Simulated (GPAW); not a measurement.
# BeS (F-43m) in GPAW: settings compared

The runs below take BeS through band structure, equation of state, with PBEsol, LDA.

Program: GPAW 26.7.0. These are calculated values, not measurements. Logs are shortened: lines on timing, memory, paths and dates and some standing lists are left out, and cuts for length are marked. The log counts tension as positive stress, the text compression.

### 1 Starting point

Symmetry: F-43m, No. 216, cubic system. Conventional cell: a = 4.850 Å, b = 4.850 Å, c = 4.850 Å, α = 90.00°, β = 90.00°, γ = 90.00°. S (site symmetry -43m) has 4 Be at 2.10 Å as nearest neighbours. Be (site symmetry -43m) has 4 S at 2.10 Å as nearest neighbours.

### 2 Band structure, PBEsol

run.py

```python
from ase import Atoms
from ase.dft.bandgap import bandgap
from ase.io import write
from ase.units import GPa
from gpaw import GPAW, PW, setup_paths

setup_paths.insert(0, '.')

atoms = Atoms(['S', 'Be'],
              cell=[[0.0, 2.425, 2.425],
                    [2.425, 0.0, 2.425],
                    [2.425, 2.425, 0.0]],
              scaled_positions=[[0.75, 0.75, 0.75],
                                [0.0, 0.0, 0.0]],
              pbc=True)

calc = GPAW(mode=PW(800),
            xc='PBEsol',
            kpts={'size': (9, 9, 9), 'gamma': True},
            occupations={'name': 'fermi-dirac', 'width': 0.05},
            nbands=11,
            convergence={'density': 1e-05, 'energy': 1e-05},
            maxiter=150,
            txt='gpaw.txt')
atoms.calc = calc
energy = atoms.get_potential_energy()
forces = atoms.get_forces()
stress = atoms.get_stress()
calc.write('gs.gpw')
write('result.traj', atoms)
print(f'Energy: {energy:.6f} eV')
print('Forces (eV/A):')
print(forces.round(4))
print('Stress (GPa):', (stress / GPa).round(3))
print('Fermi level:', round(calc.get_fermi_level(), 4), 'eV')
print(f'Gap: {bandgap(calc)[0]:.4f} eV, direct: {bandgap(calc, direct=True)[0]:.4f} eV')

path = atoms.cell.bandpath('GXWKGLUWLK,UX', npoints=60, eps=1e-4)
bs_calc = calc.fixed_density(kpts=path, symmetry='off', nbands=19,
                             convergence={'bands': 'CBM+6.0', 'eigenstates': 1e-6}, txt='bands.txt')
bs = bs_calc.band_structure()
bs.write('bs.json')
print(f'Gap on the path: {bandgap(bs_calc)[0]:.4f} eV')
```

Potentials or basis: PAW data sets generated in the run's folder for this functional, pw.

Launch:

```bash
> gpaw-setup -f PBEsol Be S
> OMP_NUM_THREADS=1 python run.py
```

gpaw.txt:

```text
__  _  _
 | _ |_)|_||  |
 |__||  | ||/\| - 26.7.0

Input parameters:
  mode=PW(ecut=800.0),
  convergence={'density': 1e-05, 'energy': 1e-05},
  kpts=MonkhorstPack(size=(9, 9, 9), gamma=True),
  maxiter=150,
  nbands=11,
  occupations=Occupations(name='fermi-dirac', width=0.05),
  xc=XC(name='PBEsol')

Diagonalizing LCAO Hamiltonian
Converting LCAO to pw mode

                   S

       Be

Atoms  # Å, Bohr magnetons
|   | symbol |        x |        y |        z |    initial magnetic moments |
|---|--------|----------|----------|----------|-----------------------------|
| 0 |      S | 3.637500 | 3.637500 | 3.637500 | ( 0.0000,  0.0000,  0.0000) |
| 1 |     Be | 0.000000 | 0.000000 | 0.000000 | ( 0.0000,  0.0000,  0.0000) |

Unit cell  # Å
| periodic |        x |        y |        z |  lengths |    angles |
|----------|----------|----------|----------|----------|-----------|
|      yes | 0.000000 | 2.425000 | 2.425000 | 3.429468 | 60.000000 |
|      yes | 2.425000 | 0.000000 | 2.425000 | 3.429468 | 60.000000 |
|      yes | 2.425000 | 2.425000 | 0.000000 | 3.429468 | 60.000000 |

Number of symmetries: 24
Symmetry operations  # r_c * U_cc + t_c -> r_c
|    | kind |            matrix            |
|----|------|------------------------------|
|  0 |  E   |  1, 0, 0,  0, 1, 0,  0, 0, 1 |
|  1 |  σ   |  1, 0, 0,  0, 0, 1,  0, 1, 0 |
|  2 |  σ   |  1, 0,-1,  0, 1,-1,  0, 0,-1 |
|  3 |  C3  |  1, 0,-1,  0, 0,-1,  0, 1,-1 |
|  4 |  C3  |  1,-1, 0,  0,-1, 1,  0,-1, 0 |
|  5 |  σ   |  1,-1, 0,  0,-1, 0,  0,-1, 1 |
|  6 |  σ   |  0, 1, 0,  1, 0, 0,  0, 0, 1 |
|  7 |  C3  |  0, 1, 0,  0, 0, 1,  1, 0, 0 |
|  8 |  C2  |  0, 1,-1,  1, 0,-1,  0, 0,-1 |
|  9 |  S4  |  0, 1,-1,  0, 0,-1,  1, 0,-1 |
| 10 |  C3  |  0, 0, 1,  1, 0, 0,  0, 1, 0 |
| 11 |  σ   |  0, 0, 1,  0, 1, 0,  1, 0, 0 |
| 12 |  S4  |  0, 0,-1,  1, 0,-1,  0, 1,-1 |
| 13 |  C3  |  0, 0,-1,  0, 1,-1,  1, 0,-1 |
| 14 |  S4  |  0,-1, 1,  1,-1, 0,  0,-1, 0 |
| 15 |  C2  |  0,-1, 1,  0,-1, 0,  1,-1, 0 |
| 16 |  C3  |  0,-1, 0,  1,-1, 0,  0,-1, 1 |
| 17 |  S4  |  0,-1, 0,  0,-1, 1,  1,-1, 0 |
| 18 |  S4  | -1, 1, 0, -1, 0, 1, -1, 0, 0 |
| 19 |  C3  | -1, 1, 0, -1, 0, 0, -1, 0, 1 |
| 20 |  C3  | -1, 0, 1, -1, 1, 0, -1, 0, 0 |
| 21 |  S4  | -1, 0, 1, -1, 0, 0, -1, 1, 0 |
| 22 |  σ   | -1, 0, 0, -1, 1, 0, -1, 0, 1 |
| 23 |  C2  | -1, 0, 0, -1, 0, 1, -1, 1, 0 |

BZ-sampling:
  Number of BZ points: 729
  Number of IBZ points: 35

  Monkhorst-Pack size: [9, 9, 9]
  Monkhorst-Pack shift: [0, 0, 0]

K-points  # in reciprocal-cell coordinates
|     |                                coordinates |     weight |
|-----|--------------------------------------------|------------|
|   0 | (  0.00000000,   0.00000000,   0.00000000) | 0.00137174 |
|   1 | (  0.11111111,   0.11111111,   0.00000000) | 0.00823045 |
|   2 | (  0.11111111,   0.11111111,   0.11111111) | 0.01097394 |
|   3 | (  0.22222222,   0.11111111,   0.11111111) | 0.01646091 |
|   4 | (  0.22222222,   0.22222222,   0.00000000) | 0.00823045 |
|   5 | (  0.22222222,   0.22222222,   0.11111111) | 0.03292181 |
|   6 | (  0.22222222,   0.22222222,   0.22222222) | 0.01097394 |
|   7 | (  0.33333333,   0.22222222,   0.11111111) | 0.03292181 |
|   8 | (  0.33333333,   0.22222222,   0.22222222) | 0.03292181 |
|   9 | (  0.33333333,   0.33333333,  -0.33333333) | 0.01646091 |
| ... |                                            |            |
|  34 | (  0.44444444,   0.44444444,   0.44444444) | 0.01097394 |

Plane wave coefficients: 1484
Cutoff: 800.0 eV

Spin-components: 1 (collinear spins)
Bands:           11
Projectors:      10
Spin-degeneracy: 2
Datatype:        complex128

Parallelization:
  kpt:    1
  domain: 1
  band:   1

Density:
  Valence electrons: 8.0
  Components: 1
  Grid points: [24 24 24]
  Charge: 0.0  # |e|

Potential:
  Grid points: [24 24 24]

species:
  S:
    name:    Sulfur
    Z:       16.0
    valence: 6
    core:    10
    charge:  0.0  # [|e|]
    compensation charges:
      type: gauss
      rc: 0.24  # [Å]
      lmax: 2
    cutoffs:
      filter: 1.77  # [Å]
      core: 1.66  # [Å]
    projectors
    | kind |    occ | energy [eV] | rcut [Å] |
    |------|--------|-------------|----------|
    |   3s |  2.000 |     -17.192 |    0.974 |
    |   3p |  4.000 |      -6.978 |    0.979 |
    |    s |        |      10.020 |    0.974 |
    |    p |        |      20.234 |    0.979 |
    |    d |        |       0.000 |    0.900 |

    Using partial waves for S as LCAO basis

  Be:
    name:    Beryllium
    Z:       4.0
    valence: 2
    core:    2
    charge:  0.0  # [|e|]
    compensation charges:
      type: gauss
      rc: 0.25  # [Å]
      lmax: 2
    cutoffs:
      filter: 1.42  # [Å]
      core: 1.77  # [Å]
    projectors
    | kind |    occ | energy [eV] | rcut [Å] |
    |------|--------|-------------|----------|
    |   2s |  2.000 |      -5.543 |    0.794 |
    |   2p |  0.000 |      -1.968 |    0.794 |
    |    s |        |      21.668 |    0.794 |
    |    p |        |      25.243 |    0.794 |
    |    d |        |       0.000 |    0.794 |

    Using partial waves for Be as LCAO basis

Reference energy: -11235.725866  # eV

eigensolver:
  PPCG
  Converge bands: occupied
  niter=2

density mixing:
  MSR1-Mixer
  Pratt-step length: 0.05
  Maximum mixing coefficient: 0.75
  Old densities: 10
  SVD Regularization: 0.005
  Good broyden scale: 1.0
  Trust region scale: 1.0
  Backstep threshold: 4.0
  History deletion threshold: 6.0
  Fourier metric: weight=20.0, sigma=0.015

occupation numbers:
  Fermi-Dirac:
    width: 0.0500  # eV

poisson solver:
  ecut: 6400.0  # eV

xc functional:
  name: PBEsol with 2 nearest neighbor stencil

convergence criteria:
- Maximum integral of absolute [dens]ity change: 1e-05 electrons / valence electron
- Maximum [total energy] change in last 3 cyles: 1e-05 eV / valence electron
- Maximum integral of absolute [eigenst]ate change: 4e-08 eV^2 / valence electron
maximum number of iterations: 150

SCF iterations
|iter     | |      energy | eigst |  dens |
|---------|-|-------------|-------|-------|
|iter:   1| |  -10.675665 | -0.04 |       |
|iter:   2| |  -10.659157 | -2.14 | -0.94 |
|iter:   3| |  -10.540158 | -2.06 | -0.96 |
|iter:   4| |  -10.539822 | -3.19 | -1.59 |
|iter:   5| |  -10.540108 | -4.57 | -2.24 |
|iter:   6| |  -10.540159 | -5.63 | -2.71 |
|iter:   7| |  -10.540160c| -7.33 | -3.83 |
|iter:   8| |  -10.540160c| -8.22c| -4.26 |
|iter:   9| |  -10.540160c| -9.04c| -5.33c|

Converged in 9 steps
Energy contributions relative to reference atoms: (reference = -11235.725866)

Energy contributions:
  Kinetic:          11.126018
  Coulomb:         -10.484001
  Zero:              0.093929
  External:          0.000000
  Xc:              -11.276106
  Entropy:          -0.000000
  Spinorbit:         0.000000
  ----------------------------
  Free energy:     -10.540160
  Extrapolated:    -10.540160

dipole moment: (-1.692486, -1.692486, -1.692486)  # |e|*Ang

Fermi level: 6.521
Eigenvalues  # (at kpt = [0.000, 0.000, 0.000])
| band index |      eig [eV] | occ [0-2] |
|------------|---------------|-----------|
|          0 |        -9.081 |     2.000 |
|          1 |         4.637 |     2.000 |
|          2 |         4.637 |     2.000 |
|          3 |         4.637 |     2.000 |
|          4 |        10.219 |     0.000 |
|          5 |        10.219 |     0.000 |
|          6 |        10.219 |     0.000 |
|          7 |        10.336 |     0.000 |
|          8 |        17.228 |     0.000 |
|          9 |        17.228 |     0.000 |
|         10 |        19.334 |     0.000 |

Gap: 3.020 eV
Transition (v -> c):
  (s=0, k=0, n=3, [0.00, 0.00, 0.00]) -> (s=0, k=30, n=4, [0.44, 0.44, 0.00])
Direct/indirect transitions are different
Direct gap: 5.582 eV
Transition at: (s=0, k=0, n=3, [0.00, 0.00, 0.00])

Forces  # eV/Ang
|        x |        y |       z |
|----------|----------|---------|
| -0.00000 |  0.00000 | 0.00000 |  # S    0
| -0.00000 | -0.00000 | 0.00000 |  # Be   1

Stress tensor  # eV/Ang^3
|         x |        y |         z |
|-----------|----------|-----------|
|  0.004396 | 0.000000 | -0.000000 |
|  0.000000 | 0.004396 |  0.000000 |
| -0.000000 | 0.000000 |  0.004396 |

# Writing to gs.gpw (mode='')
```

Run time: 28 s. Hardware: 1 thread of Arm Neoverse V1, shared host; peak memory 0.21 GiB.

What came out:

| Property | Result |
| --- | --- |
| Free energy | -10.5402 eV |
| Pressure | -0.7 GPa |
| Band gap on the k mesh | 3.02 eV, indirect (least direct gap 5.58 eV) |
| Band gap along the path | 2.92 eV, indirect (least direct gap 5.53 eV) |

Levels at the corners of the path, in eV from the valence-band top:
```csv
point,band 2,band 3,band 4,band 5,band 6,band 7
Γ,0.00,0.00,0.00,5.58,5.58,5.58
X,-5.07,-2.67,-2.67,2.92,4.78,12.68
W,-4.28,-3.93,-3.40,6.31,7.93,8.32
K,-4.59,-4.16,-2.22,4.20,7.38,10.46
Γ,0.00,0.00,0.00,5.58,5.58,5.58
L,-5.86,-1.04,-1.04,5.35,6.45,6.45
U,-4.59,-4.16,-2.22,4.20,7.38,10.46
W,-4.28,-3.93,-3.40,6.31,7.93,8.32
L,-5.86,-1.04,-1.04,5.35,6.45,6.45
K,-4.59,-4.16,-2.22,4.20,7.38,10.46
U,-4.59,-4.16,-2.22,4.20,7.38,10.46
X,-5.07,-2.67,-2.67,2.92,4.78,12.68
```

Caveat: the mesh misses the band edges, which the band path finds closer together.

### 3 Band structure, LDA

Edit run.py of step 2 so:

```diff
@@ -4,5 +4,3 @@
 from ase.units import GPa
-from gpaw import GPAW, PW, setup_paths
-
-setup_paths.insert(0, '.')
+from gpaw import GPAW, PW
 
@@ -17,3 +15,3 @@
 calc = GPAW(mode=PW(800),
-            xc='PBEsol',
+            xc='LDA',
             kpts={'size': (9, 9, 9), 'gamma': True},
```

Potentials or basis: the program's PAW data sets (release 1.2.1) made for this functional, pw.

Launch:

```bash
> OMP_NUM_THREADS=1 python run.py
```

Wall time 26 s (1 thread of Arm Neoverse V1, shared host); peak memory 0.21 GiB.

It converged, with:

| Property | Result |
| --- | --- |
| Free energy | -11.1127 eV |
| Pressure | -2.6 GPa |
| Band gap on the k mesh | 2.99 eV, indirect (least direct gap 5.51 eV) |
| Band gap along the path | 2.90 eV, indirect (least direct gap 5.45 eV) |

Levels at the corners of the path, in eV from the valence-band top:
| point | band 1 | band 2 | band 3 | band 4 | band 5 | band 6 | band 7 | band 8 |
| --- | --- | --- | --- | --- | --- | --- | --- | --- |
| Γ | -13.69 | 0.00 | 0.00 | 0.00 | 5.51 | 5.51 | 5.51 | 5.64 |
| X | -11.51 | -5.05 | -2.68 | -2.68 | 2.90 | 4.78 | 12.54 | 12.54 |
| W | -11.45 | -4.26 | -3.94 | -3.42 | 6.30 | 7.88 | 8.24 | 8.77 |
| K | -11.52 | -4.58 | -4.18 | -2.23 | 4.18 | 7.36 | 10.37 | 11.17 |
| Γ | -13.69 | 0.00 | 0.00 | 0.00 | 5.51 | 5.51 | 5.51 | 5.64 |
| L | -12.06 | -5.86 | -1.05 | -1.05 | 5.33 | 6.40 | 6.40 | 10.92 |
| U | -11.52 | -4.58 | -4.18 | -2.23 | 4.18 | 7.36 | 10.37 | 11.17 |
| W | -11.45 | -4.26 | -3.94 | -3.42 | 6.30 | 7.88 | 8.24 | 8.77 |
| L | -12.06 | -5.86 | -1.05 | -1.05 | 5.33 | 6.40 | 6.40 | 10.92 |
| K | -11.52 | -4.58 | -4.18 | -2.23 | 4.18 | 7.36 | 10.37 | 11.17 |
| U | -11.52 | -4.58 | -4.18 | -2.23 | 4.18 | 7.36 | 10.37 | 11.17 |
| X | -11.51 | -5.05 | -2.68 | -2.68 | 2.90 | 4.78 | 12.54 | 12.54 |

Caveat: the mesh misses the band edges, which the band path finds closer together.

### 4 Equation of state, LDA

run.py

```python
from ase import Atoms
from ase.eos import EquationOfState
from ase.io import Trajectory
from ase.units import GPa
from gpaw import GPAW, PW

atoms = Atoms(['S', 'Be'],
              cell=[[0.0, 2.425, 2.425],
                    [2.425, 0.0, 2.425],
                    [2.425, 2.425, 0.0]],
              scaled_positions=[[0.75, 0.75, 0.75],
                                [0.0, 0.0, 0.0]],
              pbc=True)

traj = Trajectory('eos.traj', 'w')
volumes, energies = [], []
for x in [0.94, 0.96, 0.98, 1.0, 1.02, 1.04, 1.06]:
    a = atoms.copy()
    a.set_cell(atoms.cell * x**(1 / 3), scale_atoms=True)
    calc = GPAW(mode=PW(800),
                xc='LDA',
                kpts={'size': (9, 9, 9), 'gamma': True},
                occupations={'name': 'fermi-dirac', 'width': 0.05},
                nbands=11,
                convergence={'density': 1e-05, 'energy': 1e-05},
                maxiter=150,
                txt=f'eos-{x:.2f}.txt')
    a.calc = calc
    energies.append(a.get_potential_energy(force_consistent=True))
    volumes.append(a.get_volume())
    p = -a.get_stress()[:3].mean() / GPa
    calc.write(f'eos-{x:.2f}.gpw')
    traj.write(a)
    print(f'{x:.2f} {volumes[-1]:10.4f} A^3 {energies[-1]:14.6f} eV {p:9.3f} GPa', flush=True)

v0, e0, B = EquationOfState(volumes, energies, eos='birchmurnaghan').fit()
print(f'V0 = {v0:.4f} A^3, E0 = {e0:.6f} eV, B0 = {B / GPa:.2f} GPa')
```

Launch:

```bash
> OMP_NUM_THREADS=1 python run.py
```

Run time: 80 s. Hardware: 1 thread of Arm Neoverse V1, shared host; peak memory 0.19 GiB.

Results (log left out):

```yaml
Equilibrium_volume: 13.88 Å³/atom
Bulk_modulus: 102 GPa
Pressure_derivative_of_the_bulk_modulus: 3.8
```

Energy against volume, from the lowest point:
```
volume (Å³/atom)  energy (meV/atom)
          13.405               5.40
          13.690               0.71
          13.975               0.00
          14.261               2.92
          14.546               9.11
          14.831              18.28
          15.116              30.13
```

LDA usually gives volumes a few per cent too small. Zero-point motion and thermal expansion aren't in these numbers.

### 5 Overview

```tsv
task	level	potentials or basis	band path	band points	gap on the mesh (eV)	pressure (GPa)
band structure	PBEsol	PAW data sets generated in the run's folder for this functional, pw	GXWKGLUWLK,UX	60	3.02	-0.7
band structure	LDA	the program's PAW data sets (release 1.2.1) made for this functional, pw	GXWKGLUWLK,UX	60	2.99	-2.6
equation of state	LDA	the program's PAW data sets (release 1.2.1) made for this functional, pw	-	-	-	-
```

Alike in all rows: no spin polarisation; cell as given; k mesh 9 × 9 × 9; cutoff (eV) 800; smearing fermi-dirac 0.05 eV.

Caveats: the mesh misses the band edges, which the band path finds closer together (some runs).

Total energies depend on the potentials used, so only differences within one code and one set of settings carry meaning.
